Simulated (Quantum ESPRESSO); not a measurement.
# Ge (P6_3/mmc) in Quantum ESPRESSO: a series of runs

Runs on Ge. Level: PBEsol. Tasks: band structure.

Program: Quantum ESPRESSO 7.5. These are calculated values, not measurements. Logs are shortened: lines on timing, memory, paths and dates and some standing lists are left out, and cuts for length are marked.

## 1. The crystal as given

The structure is hexagonal, space group P6_3/mmc (No. 194). The conventional cell has a = 3.998 Å, b = 3.998 Å, c = 6.599 Å, α = 90.00°, β = 90.00°, γ = 120.00°. Ge (site symmetry 3m) has 4 Ge at 2.45 to 2.47 Å as nearest neighbours.

This isn't the form of Ge at room conditions, which is diamond.

## 2. Band structure, PBEsol

The input, pw.in:

```
&CONTROL
  calculation = 'scf'
  prefix = 'pwscf'
  outdir = './tmp'
  pseudo_dir = './pseudo'
  tprnfor = .true.
  tstress = .true.
  disk_io = 'low'
/
&SYSTEM
  ibrav = 0
  celldm(1) = 8
  nat = 4
  ntyp = 1
  ecutwfc = 45
  ecutrho = 360
  nbnd = 38
  occupations = 'smearing'
  smearing = 'fd'
  degauss = 0.00367493
/
&ELECTRONS
  conv_thr = 8d-10
  electron_maxstep = 120
  mixing_beta = 0.5
/
ATOMIC_SPECIES
Ge    72.6300 ge_pbesol_v1.4.uspp.F.UPF
CELL_PARAMETERS alat
  0.9442928003925   0.0000000000000   0.0000000000000
 -0.4721464002081   0.8177815537664   0.0000000000000
  0.0000000000000   0.0000000000000   1.5588771147993
ATOMIC_POSITIONS crystal
Ge     0.3333333333    0.6666666667    0.9370987500
Ge     0.6666666667    0.3333333333    0.4370987500
Ge     0.3333333333    0.6666666667    0.5629012500
Ge     0.6666666667    0.3333333333    0.0629012500
K_POINTS automatic
8 8 4 0 0 0
```

The input, bands.in:

```
&CONTROL
  calculation = 'bands'
  prefix = 'pwscf'
  outdir = './tmp'
  pseudo_dir = './pseudo'
  disk_io = 'low'
  verbosity = 'high'
/
&SYSTEM
  ibrav = 0
  celldm(1) = 8
  nat = 4
  ntyp = 1
  ecutwfc = 45
  ecutrho = 360
  nbnd = 38
  occupations = 'smearing'
  smearing = 'fd'
  degauss = 0.00367493
/
&ELECTRONS
  conv_thr = 1d-08
  electron_maxstep = 120
  mixing_beta = 0.5
  diago_full_acc = .true.
  startingwfc = 'random'
/
ATOMIC_SPECIES
Ge    72.6300 ge_pbesol_v1.4.uspp.F.UPF
CELL_PARAMETERS alat
  0.9442928003925   0.0000000000000   0.0000000000000
 -0.4721464002081   0.8177815537664   0.0000000000000
  0.0000000000000   0.0000000000000   1.5588771147993
ATOMIC_POSITIONS crystal
Ge     0.3333333333    0.6666666667    0.9370987500
Ge     0.6666666667    0.3333333333    0.4370987500
Ge     0.3333333333    0.6666666667    0.5629012500
Ge     0.6666666667    0.3333333333    0.0629012500
K_POINTS crystal
60
 0.0000000000  0.0000000000  0.0000000000 1
 0.0625000000  0.0000000000  0.0000000000 1
 0.1250000000  0.0000000000  0.0000000000 1
 0.1875000000  0.0000000000  0.0000000000 1
 0.2500000000  0.0000000000  0.0000000000 1
 0.3125000000  0.0000000000  0.0000000000 1
 0.3750000000  0.0000000000  0.0000000000 1
 0.4375000000  0.0000000000  0.0000000000 1
 0.5000000000  0.0000000000  0.0000000000 1
 0.4583333333  0.0833333333  0.0000000000 1
 0.4166666667  0.1666666667  0.0000000000 1
 0.3750000000  0.2500000000  0.0000000000 1
 0.3333333333  0.3333333333  0.0000000000 1
 0.2962962963  0.2962962963  0.0000000000 1
 0.2592592593  0.2592592593  0.0000000000 1
 0.2222222222  0.2222222222  0.0000000000 1
 0.1851851852  0.1851851852  0.0000000000 1
 0.1481481481  0.1481481481  0.0000000000 1
 0.1111111111  0.1111111111  0.0000000000 1
 0.0740740741  0.0740740741  0.0000000000 1
 0.0370370370  0.0370370370  0.0000000000 1
 0.0000000000  0.0000000000  0.0000000000 1
 0.0000000000  0.0000000000  0.1250000000 1
 0.0000000000  0.0000000000  0.2500000000 1
 0.0000000000  0.0000000000  0.3750000000 1
 0.0000000000  0.0000000000  0.5000000000 1
 0.0625000000  0.0000000000  0.5000000000 1
 0.1250000000  0.0000000000  0.5000000000 1
 0.1875000000  0.0000000000  0.5000000000 1
 0.2500000000  0.0000000000  0.5000000000 1
 0.3125000000  0.0000000000  0.5000000000 1
 0.3750000000  0.0000000000  0.5000000000 1
 0.4375000000  0.0000000000  0.5000000000 1
 0.5000000000  0.0000000000  0.5000000000 1
 0.4666666667  0.0666666667  0.5000000000 1
 0.4333333333  0.1333333333  0.5000000000 1
 0.4000000000  0.2000000000  0.5000000000 1
 0.3666666667  0.2666666667  0.5000000000 1
 0.3333333333  0.3333333333  0.5000000000 1
 0.3030303030  0.3030303030  0.5000000000 1
 0.2727272727  0.2727272727  0.5000000000 1
 0.2424242424  0.2424242424  0.5000000000 1
 0.2121212121  0.2121212121  0.5000000000 1
 0.1818181818  0.1818181818  0.5000000000 1
 0.1515151515  0.1515151515  0.5000000000 1
 0.1212121212  0.1212121212  0.5000000000 1
 0.0909090909  0.0909090909  0.5000000000 1
 0.0606060606  0.0606060606  0.5000000000 1
 0.0303030303  0.0303030303  0.5000000000 1
 0.0000000000  0.0000000000  0.5000000000 1
 0.5000000000  0.0000000000  0.5000000000 1
 0.5000000000  0.0000000000  0.3750000000 1
 0.5000000000  0.0000000000  0.2500000000 1
 0.5000000000  0.0000000000  0.1250000000 1
 0.5000000000  0.0000000000  0.0000000000 1
 0.3333333333  0.3333333333  0.0000000000 1
 0.3333333333  0.3333333333  0.1250000000 1
 0.3333333333  0.3333333333  0.2500000000 1
 0.3333333333  0.3333333333  0.3750000000 1
 0.3333333333  0.3333333333  0.5000000000 1
```

Potentials or basis: GBRV 1.5 PBEsol.

Run with:

```console
$ OMP_NUM_THREADS=1 mpirun -n 2 pw.x -nk 2 -in pw.in > pw.out
$ OMP_NUM_THREADS=1 mpirun -n 2 pw.x -nk 2 -in bands.in > bands.out
```

pw.out:

```text
This program is part of the open-source Quantum ESPRESSO suite
     for quantum simulation of materials; please cite
         "P. Giannozzi et al., J. Phys.:Condens. Matter 21 395502 (2009);
         "P. Giannozzi et al., J. Phys.:Condens. Matter 29 465901 (2017);
         "P. Giannozzi et al., J. Chem. Phys. 152 154105 (2020);
     in publications or presentations arising from this work. More details at

     Message from routine setup:
     using ibrav=0 with symmetry is DISCOURAGED, use correct ibrav instead

     K-points division:     npool     =       2
     Subspace diagonalization in iterative solution of the eigenvalue problem:
     a serial algorithm will be used

     G-vector sticks info
     --------------------
     sticks:   dense  smooth     PW     G-vecs:    dense   smooth      PW
     Sum        1417     703    211                71103    25115    4007

     Using Slab Decomposition

     bravais-lattice index     =            0
     lattice parameter (alat)  =       8.0000  a.u.
     unit-cell volume          =     616.3478 (a.u.)^3
     number of atoms/cell      =            4
     number of atomic types    =            1
     number of electrons       =        56.00
     number of Kohn-Sham states=           38
     kinetic-energy cutoff     =      45.0000  Ry
     charge density cutoff     =     360.0000  Ry
     scf convergence threshold =      8.0E-10
     mixing beta               =       0.5000
     number of iterations used =            8  plain     mixing
     Exchange-correlation= SLA  PW   PSX  PSC
                           (   1   4  10   8   0   0   0)

     celldm(1)=   8.000000  celldm(2)=   0.000000  celldm(3)=   0.000000
     celldm(4)=   0.000000  celldm(5)=   0.000000  celldm(6)=   0.000000

     crystal axes: (cart. coord. in units of alat)
               a(1) = (   0.944293   0.000000   0.000000 )
               a(2) = (  -0.472146   0.817782   0.000000 )
               a(3) = (   0.000000   0.000000   1.558877 )

     reciprocal axes: (cart. coord. in units 2 pi/alat)
               b(1) = (  1.058994  0.611410 -0.000000 )
               b(2) = (  0.000000  1.222820  0.000000 )
               b(3) = (  0.000000 -0.000000  0.641487 )

     PseudoPot. # 1 for Ge read from file:
     ge_pbesol_v1.4.uspp.F.UPF
     Pseudo is Ultrasoft + core correction, Zval = 14.0
     Generated by new atomic code, or converted to UPF format
     Using radial grid of  873 points,  6 beta functions with:
                l(1) =   0
                l(2) =   0
                l(3) =   1
                l(4) =   1
                l(5) =   2
                l(6) =   2
     Q(r) pseudized with  8 coefficients,  rinner =    1.400   1.400   1.400
                                                       1.400   1.400

     atomic species   valence    mass     pseudopotential
     Ge               14.00    72.63000     Ge( 1.00)

     24 Sym. Ops., with inversion, found (12 have fractional translation)

   Cartesian axes

     site n.     atom                  positions (alat units)
         1        Ge     tau(   1) = (  -0.0000000   0.5451877   1.4608218  )
         2        Ge     tau(   2) = (   0.4721464   0.2725939   0.6813832  )
         3        Ge     tau(   3) = (  -0.0000000   0.5451877   0.8774939  )
         4        Ge     tau(   4) = (   0.4721464   0.2725939   0.0980553  )

     number of k points=    30  Fermi-Dirac smearing, width (Ry)=  0.0037
                       cart. coord. in units 2pi/alat
        k(    1) = (   0.0000000   0.0000000   0.0000000), wk =   0.0078125
        k(    2) = (   0.0000000   0.0000000   0.1603718), wk =   0.0156250
        k(    3) = (   0.0000000   0.0000000  -0.3207437), wk =   0.0078125
        k(    4) = (   0.0000000   0.1528526   0.0000000), wk =   0.0468750
        k(    5) = (   0.0000000   0.1528526   0.1603718), wk =   0.0937500
        k(    6) = (   0.0000000   0.1528526  -0.3207437), wk =   0.0468750
[... 22 lines left out ...]
        k(   29) = (   0.2647484   0.6114102   0.1603718), wk =   0.0937500
        k(   30) = (   0.2647484   0.6114102  -0.3207437), wk =   0.0468750

     Dense  grid:    71103 G-vectors     FFT dimensions: (  45,  45,  80)

     Smooth grid:    25115 G-vectors     FFT dimensions: (  36,  36,  54)

     Initial potential from superposition of free atoms

     starting charge      55.9968, renormalised to      56.0000
     Starting wfcs are   36 randomized atomic wfcs +    2 random wfcs

     Self-consistent Calculation

     iteration #  1     ecut=    45.00 Ry     beta= 0.50
     Davidson diagonalization with overlap
     ethr =  1.00E-02,  avg # of iterations =  5.1

     Threshold (ethr) on eigenvalues was too large:
     Diagonalizing with lowered threshold

     Davidson diagonalization with overlap
     ethr =  1.15E-04,  avg # of iterations =  3.6

     total energy              =    -852.75839146 Ry
     estimated scf accuracy    <       0.06572658 Ry

     iteration #  2     ecut=    45.00 Ry     beta= 0.50
     Davidson diagonalization with overlap
     ethr =  1.17E-04,  avg # of iterations =  1.0
[... 29 lines left out ...]
     total energy              =    -852.75727570 Ry
     estimated scf accuracy    <       0.00000008 Ry

     iteration #  7     ecut=    45.00 Ry     beta= 0.50
     Davidson diagonalization with overlap
     ethr =  1.37E-10,  avg # of iterations =  2.0

     End of self-consistent calculation

          k = 0.0000 0.0000 0.0000 (  3099 PWs)   bands (ev):

   -16.6112 -16.6112 -16.5732 -16.5732 -16.5727 -16.5597 -16.5474 -16.5474
   -16.4955 -16.4955 -16.3713 -16.3713 -16.3578 -16.3421 -16.3383 -16.3383
   -16.3201 -16.3201 -16.2906 -16.2906  -4.5210  -2.4747   0.6394   6.7912
     6.7912   8.1136   8.1314   8.2231   8.3932   8.3932  10.5122  10.5122
    10.9997  12.8017  12.8017  14.2224  15.5673  15.5673

          k = 0.0000 0.0000 0.1604 (  3105 PWs)   bands (ev):
[... 81 lines left out ...]
   -16.6081 -16.6081 -16.6053 -16.6053 -16.5547 -16.5547 -16.4994 -16.4994
   -16.4813 -16.4813 -16.3909 -16.3909 -16.3851 -16.3851 -16.3473 -16.3473
   -16.2940 -16.2940 -16.2885 -16.2885  -2.4084  -2.4084   1.1472   1.1472
     5.5426   5.5426   6.0198   6.0198   8.9678   8.9678  10.7725  10.7725
    14.1947  14.1947  15.6633  15.6633  16.8586  16.8586

          k = 0.0000-0.6114 0.0000 (  3138 PWs)   bands (ev):

   -16.6248 -16.6207 -16.6167 -16.5947 -16.5486 -16.5308 -16.5007 -16.4670
   -16.4509 -16.4379 -16.4370 -16.4319 -16.4274 -16.3706 -16.3587 -16.3579
   -16.3015 -16.2827 -16.2743 -16.2701  -2.5390  -0.8978  -0.3653   1.5122
     3.6685   5.1989   5.4369   6.8267   8.7332   9.8736  11.7575  11.9444
    12.5667  13.7930  15.6904  16.2344  17.6708  18.4693

          k = 0.0000-0.6114 0.1604 (  3152 PWs)   bands (ev):

   -16.6176 -16.6175 -16.6094 -16.5992 -16.5529 -16.5310 -16.5022 -16.4936
   -16.4851 -16.4534 -16.4077 -16.3997 -16.3997 -16.3758 -16.3606 -16.3573
   -16.2969 -16.2893 -16.2786 -16.2779  -2.3733  -1.2756  -0.1444   1.0975
     4.3291   5.3729   5.9791   6.4862   8.8438   8.8809  11.1135  11.7279
    12.6518  13.6269  16.4096  17.8937  17.9284  18.2933

          k = 0.0000-0.6114-0.3207 (  3164 PWs)   bands (ev):

   -16.6089 -16.6089 -16.6042 -16.6042 -16.5499 -16.5499 -16.5086 -16.5086
   -16.4760 -16.4760 -16.3892 -16.3892 -16.3724 -16.3724 -16.3632 -16.3632
   -16.2935 -16.2935 -16.2869 -16.2869  -1.9067  -1.9067   0.3879   0.3879
     5.7159   5.7159   5.8565   5.8565   8.7387   8.7387  10.3241  10.3241
    14.3482  14.3482  15.7845  15.7845  18.7066  18.7066

          k = 0.1324 0.2293 0.0000 (  3136 PWs)   bands (ev):

   -16.6265 -16.6204 -16.5901 -16.5876 -16.5675 -16.5436 -16.5174 -16.5117
   -16.4745 -16.4690 -16.4028 -16.3991 -16.3984 -16.3620 -16.3396 -16.3339
   -16.3147 -16.3109 -16.2773 -16.2720  -4.0190  -1.9523   0.6022   4.3024
     4.8226   5.6415   7.3175   7.3454  10.0527  10.1921  10.6345  11.7924
    12.1704  12.8171  13.8720  14.8659  15.1313  16.3299
[... 107 lines left out ...]
   -16.6255 -16.6255 -16.6035 -16.6035 -16.5389 -16.5389 -16.4775 -16.4775
   -16.4621 -16.4621 -16.4195 -16.4195 -16.3943 -16.3943 -16.3666 -16.3666
   -16.2936 -16.2936 -16.2701 -16.2701  -1.5267  -1.5267   0.1966   0.1966
     4.1304   4.1304   6.1972   6.1972   9.4714   9.4714  12.4406  12.4406
    13.0029  13.0029  15.3652  15.3652  16.3381  16.3381

     the Fermi energy is     8.2641 ev

!    total energy              =    -852.75727572 Ry
     estimated scf accuracy    <          6.7E-10 Ry
     smearing contrib. (-TS)   =      -0.00009629 Ry
     internal energy E=F+TS    =    -852.75717943 Ry

     The total energy is F=E-TS. E is the sum of the following terms:
     one-electron contribution =    -560.04794605 Ry
     hartree contribution      =     331.17664009 Ry
     xc contribution           =    -230.54129927 Ry
     ewald contribution        =    -393.34457420 Ry

     convergence has been achieved in   7 iterations

     Forces acting on atoms (cartesian axes, Ry/au):

     atom    1 type  1   force =     0.00000000    0.00000000   -0.00016523
     atom    2 type  1   force =    -0.00000000   -0.00000000   -0.00016523
     atom    3 type  1   force =    -0.00000000   -0.00000000    0.00016523
     atom    4 type  1   force =     0.00000000    0.00000000    0.00016523

     Total force =     0.000330     Total SCF correction =     0.000033
     SCF correction compared to forces is large: reduce conv_thr to get better values

     Computing stress (Cartesian axis) and pressure

          total   stress  (Ry/bohr**3)                   (kbar)     P=       -2.73
  -0.00001149  -0.00000000  -0.00000000           -1.69       -0.00       -0.00
  -0.00000000  -0.00001149  -0.00000000           -0.00       -1.69       -0.00
   0.00000000   0.00000000  -0.00003264            0.00        0.00       -4.80

=------------------------------------------------------------------------------=
   JOB DONE.
=------------------------------------------------------------------------------=
```

It took 83 s on 2 MPI ranks of Arm Neoverse V2, shared host; peak memory 0.4 GiB.

What came out:

- Free energy: -11602.3538 eV
- Pressure: -0.3 GPa
- Largest force: 0.004 eV/Å
- Band gap along the path: none (metal or under the smearing width)

Forces on the atoms (eV/Å):
```
Ge   0.000  0.000 -0.004
Ge   0.000  0.000 -0.004
Ge   0.000  0.000  0.004
Ge   0.000  0.000  0.004
```

Levels at the corners of the path, in eV from the Fermi level:
```
point  band 26  band 27  band 28  band 29  band 30  band 31
    Γ    -0.15    -0.13    -0.04     0.13     0.13     2.25
    M    -3.07    -2.83    -1.44     0.47     1.61     3.49
    K    -3.48    -3.48    -3.21     1.40     4.55     4.55
    Γ    -0.15    -0.13    -0.04     0.13     0.13     2.25
    A    -0.85    -0.85    -0.85     0.64     0.64     3.35
    L    -2.55    -2.41    -2.41     0.47     0.47     2.06
    H    -4.30    -2.02    -2.02     1.21     1.21     4.05
    A    -0.85    -0.85    -0.85     0.64     0.64     3.35
    L    -2.55    -2.41    -2.41     0.47     0.47     2.06
    M    -3.07    -2.83    -1.44     0.47     1.61     3.49
    K    -3.48    -3.48    -3.21     1.40     4.55     4.55
    H    -4.30    -2.02    -2.02     1.21     1.21     4.05
```

## 3. Band structure, PBEsol

pw.in: that of step 2 with these lines changed.

```diff
@@ -14,5 +14,4 @@
   ntyp = 1
-  ecutwfc = 45
-  ecutrho = 360
-  nbnd = 38
+  ecutwfc = 124
+  nbnd = 57
   occupations = 'smearing'
@@ -27,3 +26,3 @@
 ATOMIC_SPECIES
-Ge    72.6300 ge_pbesol_v1.4.uspp.F.UPF
+Ge    72.6300 Ge.upf
 CELL_PARAMETERS alat
```

bands.in: that of step 2 with these lines changed.

```diff
@@ -13,5 +13,4 @@
   ntyp = 1
-  ecutwfc = 45
-  ecutrho = 360
-  nbnd = 38
+  ecutwfc = 124
+  nbnd = 57
   occupations = 'smearing'
@@ -28,3 +27,3 @@
 ATOMIC_SPECIES
-Ge    72.6300 ge_pbesol_v1.4.uspp.F.UPF
+Ge    72.6300 Ge.upf
 CELL_PARAMETERS alat
```

Potentials or basis: PseudoDojo 0.4 SR PBEsol stringent.

Run with:

```console
$ OMP_NUM_THREADS=1 mpirun -n 2 pw.x -nk 2 -in pw.in > pw.out
$ OMP_NUM_THREADS=1 mpirun -n 2 pw.x -nk 2 -in bands.in > bands.out
```

It took 9.7 min on 2 MPI ranks of Arm Neoverse V2, shared host; peak memory 1 GiB.

It converged, with:

```yaml
Free_energy: -30418.1992 eV
Pressure: 0.0 GPa
Largest_force: 0.004 eV/Å
Band_gap_along_the_path: none (metal or under the smearing width)
```

Forces in eV/Å, atoms in the order of the input:
```
Ge   0.000  0.000 -0.004
Ge   0.000  0.000 -0.004
Ge   0.000  0.000  0.004
Ge   0.000  0.000  0.004
```

Stress tensor (GPa, compression positive):
```
 0.08  0.00  0.00
 0.00  0.08  0.00
 0.00  0.00 -0.23
```

Levels at the corners of the path, in eV from the Fermi level:
```
point  band 42  band 43  band 44  band 45  band 46  band 47
    Γ    -0.15    -0.13    -0.04     0.13     0.13     2.25
    M    -3.07    -2.83    -1.44     0.47     1.61     3.49
    K    -3.48    -3.48    -3.21     1.40     4.55     4.55
    Γ    -0.15    -0.13    -0.04     0.13     0.13     2.25
    A    -0.85    -0.85    -0.85     0.64     0.64     3.35
    L    -2.55    -2.41    -2.41     0.47     0.47     2.06
    H    -4.30    -2.02    -2.02     1.21     1.21     4.05
    A    -0.85    -0.85    -0.85     0.64     0.64     3.35
    L    -2.55    -2.41    -2.41     0.47     0.47     2.06
    M    -3.07    -2.83    -1.44     0.47     1.61     3.49
    K    -3.48    -3.48    -3.21     1.40     4.55     4.55
    H    -4.30    -2.02    -2.02     1.21     1.21     4.05
```

## 4. Band structure, PBEsol

pw.in: that of step 3 with these lines changed.

```diff
@@ -14,4 +14,4 @@
   ntyp = 1
-  ecutwfc = 124
-  nbnd = 57
+  ecutwfc = 78
+  nbnd = 38
   occupations = 'smearing'
```

bands.in: that of step 3 with these lines changed.

```diff
@@ -13,4 +13,4 @@
   ntyp = 1
-  ecutwfc = 124
-  nbnd = 57
+  ecutwfc = 78
+  nbnd = 38
   occupations = 'smearing'
```

Potentials or basis: PseudoDojo 0.4.1 SR PBEsol standard.

Run with:

```console
$ OMP_NUM_THREADS=1 mpirun -n 2 pw.x -nk 2 -in pw.in > pw.out
$ OMP_NUM_THREADS=1 mpirun -n 2 pw.x -nk 2 -in bands.in > bands.out
```

Run time: 3.7 min. Hardware: 2 MPI ranks of Arm Neoverse V2, shared host; peak memory 0.4 GiB.

Results (log left out):

| Quantity | Value |
| --- | --- |
| Free energy | -9709.1451 eV |
| Pressure | 0.0 GPa |
| Largest force | 0.005 eV/Å |
| Band gap along the path | none (metal or under the smearing width) |

Forces in eV/Å, atoms in the order of the input:
```
Ge   0.000  0.000 -0.005
Ge   0.000  0.000 -0.005
Ge   0.000  0.000  0.005
Ge   0.000  0.000  0.005
```

Stress tensor (GPa, compression positive):
```
 0.06  0.00  0.00
 0.00  0.06  0.00
 0.00  0.00 -0.25
```

Levels at the corners of the path, in eV from the Fermi level:
```csv
point,band 25,band 26,band 27,band 28,band 29,band 30,band 31,band 32
Γ,-1.47,-0.15,-0.13,-0.04,0.13,0.13,2.25,2.25
M,-4.59,-3.06,-2.83,-1.44,0.47,1.61,3.50,3.68
K,-5.00,-3.47,-3.47,-3.21,1.40,4.56,4.56,5.08
Γ,-1.47,-0.15,-0.13,-0.04,0.13,0.13,2.25,2.25
A,-0.85,-0.85,-0.85,-0.85,0.64,0.64,3.35,3.35
L,-2.55,-2.55,-2.41,-2.41,0.48,0.48,2.06,2.06
H,-4.30,-4.30,-2.01,-2.01,1.21,1.21,4.06,4.06
A,-0.85,-0.85,-0.85,-0.85,0.64,0.64,3.35,3.35
L,-2.55,-2.55,-2.41,-2.41,0.48,0.48,2.06,2.06
M,-4.59,-3.06,-2.83,-1.44,0.47,1.61,3.50,3.68
K,-5.00,-3.47,-3.47,-3.21,1.40,4.56,4.56,5.08
H,-4.30,-4.30,-2.01,-2.01,1.21,1.21,4.06,4.06
```

## 5. The runs side by side

```tsv
potentials or basis	cutoff (eV)	pressure (GPa)
GBRV 1.5 PBEsol	612	-0.3
PseudoDojo 0.4 SR PBEsol stringent	1687	0.0
PseudoDojo 0.4.1 SR PBEsol standard	1061	0.0
```

Alike in all rows: task band structure; level PBEsol; no spin polarisation; cell as given; k mesh 8 × 8 × 4; smearing fermi-dirac 0.05 eV.

Absolute energies hang on the potentials; compare differences alone.
